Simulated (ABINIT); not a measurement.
Wanted: the native input for an ABINIT 10.8.3 (patched build) run.

| Quantity | Value |
| --- | --- |
| Task | single point |
| Functional | revPBE |
| Potentials or basis | JTH PAW PBE v2.0 |
| Cutoff | 653 eV |
| k mesh | 10 × 10 × 10 |
| Occupations | fermi-dirac, width 0.05 eV |
| Spin | no spin polarisation |
| Fine-grid cutoff | 1251.72 eV |

Crystal: WS2.

```
CELL_PARAMETERS angstrom
1.57900 0.91164 6.16333
-1.57900 0.91164 6.16333
0.00000 -1.82327 6.16333
ATOMIC_POSITIONS crystal
W 0.00000 0.00000 0.00000
S 0.58100 0.58100 0.58100
S 0.75030 0.75030 0.75030
```

Measurements of this composition are mostly on another form, of space group No. 194.

One way to write it, as run:

run.abi

```
# Pseudopotentials
pp_dirpath "./"
pseudos "W.GGA_PBE-JTH.xml, S.GGA_PBE-JTH.xml"

# Structure
acell 3*1.0 Angstrom
rprim
     1.5790000000     0.9116360751     6.1633333333
    -1.5790000000     0.9116360751     6.1633333333
     0.0000000000    -1.8232721501     6.1633333333
ntypat 2
znucl 74 16
natom 3
typat 1 2 2
xred
     0.0000000000     0.0000000000     0.0000000000
     0.5810000000     0.5810000000     0.5810000000
     0.7503000000     0.7503000000     0.7503000000

# Plane-wave basis
ecut 24.0
pawecutdg 46.0
pawxcdev 0

# k points
kptopt 1
ngkpt 10 10 10
nshiftk 1
shiftk 0.0 0.0 0.0

# Exchange and correlation
ixc 14

# Bands and occupations
nband 17
occopt 3
tsmear 0.05 eV

# SCF cycle
nstep 100
tolvrs 1.0e-9

# Output
iomode 3
prtwf 0
prtden 0
prteig 0
prtebands 0
enunit 1
```

Potentials or basis: JTH PAW PBE v2.0.

The run is started by

```console
$ abinit run.abi > log 2>&1
```

Results of the run:

| Item | Value |
| --- | --- |
| Pressure | 6.6 GPa |
| Largest force | 0.618 eV/Å |
| Band gap on the k mesh | 1.10 eV, indirect (least direct gap 2.24 eV) |
| Valence electrons inside the program's atomic spheres | W 11.75; S 3.62, 3.64 |

Caveat: the PAW data sets were made with another functional, which shifts forces and pressure a little; spin-orbit coupling is left out, which moves the levels of the heavy elements.

Wall time 6.7 min on 1 thread of Intel(R) Xeon(R) Platinum 8488C (Sapphire Rapids), with other jobs on the host, peak memory 0.4 GiB.
